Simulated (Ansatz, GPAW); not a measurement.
# ZnSe: 3 runs at one level of theory

```xyz
2
Lattice="0.0000 2.8338 2.8338 2.8338 0.0000 2.8338 2.8338 2.8338 0.0000" Properties=species:S:1:pos:R:3 pbc="T T T"
Se    4.2507    4.2507    4.2507
Zn    0.0000    0.0000    0.0000
```

Alike in all runs: task single point; functional PBE; k mesh 8 × 8 × 8; occupations gaussian, width 0.03 eV; no spin polarisation; no spin-orbit coupling. Pressure is positive in compression and, in plane waves, holds the error of the finite cutoff, which Ansatz's Pulay term estimates and takes out.

```tsv
program and potentials	plane-wave cutoff (eV)	notes	band gap (eV)	pressure (GPa)
Ansatz, Ansatz PAW	420	14 valence electrons an atom on average	?	?
Ansatz, all-electron LAPW, scalar-relativistic	-	-	1.29	2.12
GPAW, GPAW PAW data sets (gpaw-data 1.2.1)	600	9 valence electrons an atom on average	1.30	2.09
```

Task: Estimate from the other rows what the run with Ansatz, Ansatz PAW gave.

Result: Band gap 1.29 eV; pressure 2.10 GPa. Its pressure holds a Pulay term of +0.05 GPa. The other rows, which needn't bracket it: band gap 1.29 to 1.30; pressure 2.09 to 2.12.
